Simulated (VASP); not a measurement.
Write the native input for VASP 6.6.1 that does the following.

```
Task                   : relaxation of cell and atoms
Functional             : PW91
Potentials or basis    : VASP PAW PBE potentials, release 64 (N, B)
Cutoff                 : 600 eV
k mesh                 : 13 × 13 × 13
Occupations            : fermi-dirac, width 0.05 eV
Spin                   : no spin polarisation
Further INCAR settings : ALGO = Normal; EDIFF = 1e-07; IBRION = 2; EDIFFG = -0.01; NSW = 40; ISIF = 3
```

The structure of BN lies in POSCAR:

```
BN
1.0
    0.0000000000      1.8130010000      1.8130010000
    1.8130010000      0.0000000000      1.8130010000
    1.8130010000      1.8130010000      0.0000000000
N B
1 1
Direct
    0.2500000000      0.2500000000      0.2500000000
    0.0000000000      0.0000000000      0.0000000000
```

The cell is a database's computed one.

One way to write it, as run:

INCAR

```
ALGO = Normal ; EDIFF = 1E-7
EDIFFG = -0.01 ; ENCUT = 600
GGA = 91 ; IBRION = 2
ISIF = 3 ; ISMEAR = -1
LASPH = T ; LCHARG = F
LREAL = F ; LWAVE = F
NELM = 100 ; NSW = 40
PREC = Accurate ; SIGMA = 0.05
```

KPOINTS

```
k-points
0
Gamma
  13 13 13
```

Potentials or basis: VASP PAW PBE potentials, release 64 (N, B).

Run with:

```console
$ cat potpaw_PBE.64/N/POTCAR potpaw_PBE.64/B/POTCAR > POTCAR
$ mpirun -np 1 vasp_std > vasp.out
```

Results of the run:

```yaml
Relaxed_volume: 5.95 Å³/atom
Relaxed_cell: a = 2.562 Å, b = 2.562 Å, c = 2.562 Å, α = 60.00°, β = 60.00°, γ = 60.00°
Space_group_after_relaxing_to_0.05_Å: F-43m (No. 216)
Energy_gained_by_relaxing: 0.0 meV/atom
Ionic_steps: 3
Pressure_after_relaxing: 0.0 GPa
Band_gap_on_the_k_mesh: 4.58 eV, indirect (least direct gap 8.81 eV)
```

Caveat: the PAW data sets were made with another functional, which shifts forces and pressure a little; an odd mesh through Γ misses points on the zone boundary, where band edges often lie.

Run time: 9.6 s on 1 thread of AMD EPYC 9R45 96-Core Processor (Zen 5), on a shared host, peak memory 0.09 GiB.
